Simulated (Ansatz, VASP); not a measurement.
One calculation of ZrC, two programs

```
CELL_PARAMETERS angstrom
0.00000 2.42072 2.38546
2.42072 0.00000 2.38546
2.42072 2.42072 0.00000
ATOMIC_POSITIONS crystal
Zr 0.50000 0.50000 0.50000
C 0.00000 0.00000 0.00000
```

Change from the starting cell: strain +0.030 along x and y, +0.015 along z, atoms carried along.

Alike in both runs: task single point; functional PBEsol; k mesh 18 × 18 × 18; occupations gaussian, width 0.15 eV; no spin polarisation.

|  | VASP | Ansatz |
| --- | --- | --- |
| version | VASP 6.6.1 | Ansatz 0.2.0 |
| potentials or method | VASP PAW PBE potentials, release 64 (Zr_sv, C) | scalar-relativistic, plane waves, PAW |
| plane-wave cutoff (eV) | 520 | 420 |
| valence electrons in the cell | 16 | 16 |

```csv
,VASP,Ansatz,Ansatz less VASP
gap on the k mesh at the Fermi level (eV),none,none,-
pressure (GPa),-18.0,-18.3,-0.27
largest component of the traceless stress (GPa),2.50,2.48,-0.027
```

A gap of «none» marks a metal or a gap that the smearing closes. The functional is the same, so the differences come from potentials, cutoffs and numerics.

Caveats: so large a pressure means that the cell lies far from this level's equilibrium, or that cutoff or potentials fall short (VASP); the potentials were made for another functional, which shifts forces and pressure (VASP).
